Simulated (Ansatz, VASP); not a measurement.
Two plane-wave programs on HfC

The input INCAR:

```
ALGO     = Normal         # electronic algorithm
EDIFF    = 1E-7           # SCF threshold, eV
ENCUT    = 520            # plane-wave cutoff, eV
GGA      = PS             # functional
ISIF     = 2              # what is computed and relaxed
ISMEAR   = 0              # smearing method
LASPH    = T              # aspherical terms in the spheres
LCHARG   = F              # write CHGCAR
LREAL    = F              # projectors in reciprocal space
LWAVE    = F              # write WAVECAR
NBANDS   = 14             # bands
NELM     = 60             # most SCF steps
PREC     = Accurate       # precision mode
SIGMA    = 0.1            # smearing width, eV
```

The input KPOINTS:

```
k-points
0
Gamma
  16 16 16
```

POSCAR

```
HfC
1.0
    0.0000000000      2.2566337170      2.2566337170
    2.2566337170      0.0000000000      2.2566337170
    2.2566337170      2.2566337170      0.0000000000
Hf C
1 1
Direct
    0.5000000000      0.5000000000      0.5000000000
    0.0000000000      0.0000000000      0.0000000000
```

Input for Ansatz:

```yaml
crystal:
  lattice:
    - [0.0, 2.2566337168, 2.2566337168]
    - [2.2566337168, 0.0, 2.2566337168]
    - [2.2566337168, 2.2566337168, 0.0]
  atoms:
    - { symbol: Hf, position: [0.5, 0.5, 0.5] }
    - { symbol: C, position: [0.0, 0.0, 0.0] }
basis:
  ecutwfc: 420
kpoints:
  mp_grid: { grid: [16, 16, 16] }
hamiltonian:
  xc: pbesol
scf:
  occupations: { method: gaussian, width: 0.1 }
output:
  forces: true
  stress: true
  eigenvalues: true
```

Alike in both runs: task single point; functional PBEsol; k mesh 16 × 16 × 16; occupations gaussian, width 0.1 eV; no spin polarisation.

|  | VASP | Ansatz |
| --- | --- | --- |
| version | VASP 6.6.1 | Ansatz 0.2.0 |
| potentials or method | VASP PAW PBE potentials, release 64 (Hf_pv, C) | scalar-relativistic, plane waves, PAW |
| plane-wave cutoff (eV) | 520 | 420 |
| valence electrons in the cell | 14 | 30 |

```tsv
	VASP	Ansatz	Ansatz less VASP
gap on the k mesh at the Fermi level (eV)	none	none	-
pressure (GPa)	17.3	17.3	-0.09
```

A gap of «none» marks a metal or a gap that the smearing closes. The two sets of potentials don't hold the same shells in valence.

Caveats: so large a pressure means that the cell lies far from this level's equilibrium, or that cutoff or potentials fall short (VASP); the potentials were made for another functional, which shifts forces and pressure (VASP). The runs have no spin-orbit coupling, so splittings on Hf are missing.
